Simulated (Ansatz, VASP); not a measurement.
**Two plane-wave programs on CdS**

Contents of INCAR:

```
SYSTEM = CdS
PREC = Accurate
ENCUT = 520
EDIFF = 1E-6
ISMEAR = 0
SIGMA = 0.1
LREAL = .False.
LASPH = .True.
NELM = 100
ALGO = Fast
ISIF = 2
LWAVE = .False.
LCHARG = .False.
GGA = PE
IVDW = 12
NBANDS = 16
```

Contents of KPOINTS:

```
Automatic mesh
0
Gamma
  6 6 4
  0 0 0
```

Contents of POSCAR:

```
CdS
1.0
    4.2611695877      0.0000000000      0.0000000000
   -2.1305847939      3.6902811128      0.0000000000
    0.0000000000      0.0000000000      5.8041729400
Cd S
1 1
Direct
    0.0000000000      0.0000000000      0.4426919200
    0.6666666700      0.3333333300      0.4343080800
```

Input for Ansatz:

```yaml
crystal:
  lattice:
    - [4.2611695877, 0.0, 0.0]
    - [-2.1305847939, 3.6902811128, 0.0]
    - [0.0, 0.0, 5.80417294]
  atoms:
    - { symbol: Cd, position: [0.0, 0.0, 0.44269192] }
    - { symbol: S, position: [0.66666667, 0.33333333, 0.43430808] }
basis:
  ecutwfc: 420
kpoints:
  mp_grid: { grid: [6, 6, 4] }
hamiltonian:
  xc: pbe
  dispersion: d3bj
scf:
  occupations: { method: gaussian, width: 0.1 }
output:
  forces: true
  stress: true
  eigenvalues: true
```

Measurements of this composition are mostly on another form, of space group No. 186.

Alike in both runs: task single point; functional PBE; dispersion D3(BJ); k mesh 6 × 6 × 4; occupations gaussian, width 0.1 eV; no spin polarisation.

```csv
,VASP,Ansatz
version,VASP 6.6.1,Ansatz 0.2.0
potentials or method,"VASP PAW PBE potentials, release 64 (Cd, S)","scalar-relativistic, plane waves, PAW"
plane-wave cutoff (eV),520,420
valence electrons in the cell,18,26
```

```tsv
	VASP	Ansatz	Ansatz less VASP
gap on the k mesh at the Fermi level (eV)	1.47	1.47	-0.002
least direct gap on the mesh (eV)	1.47	1.47	-0.002
pressure (GPa)	-0.6	-0.8	-0.18
largest component of the traceless stress (GPa)	0.24	0.43	+0.187
```

The two sets of potentials don't hold the same shells in valence.

A k mesh can miss the band edges. PBE gaps usually lie below the measured ones, often by a third to a half.
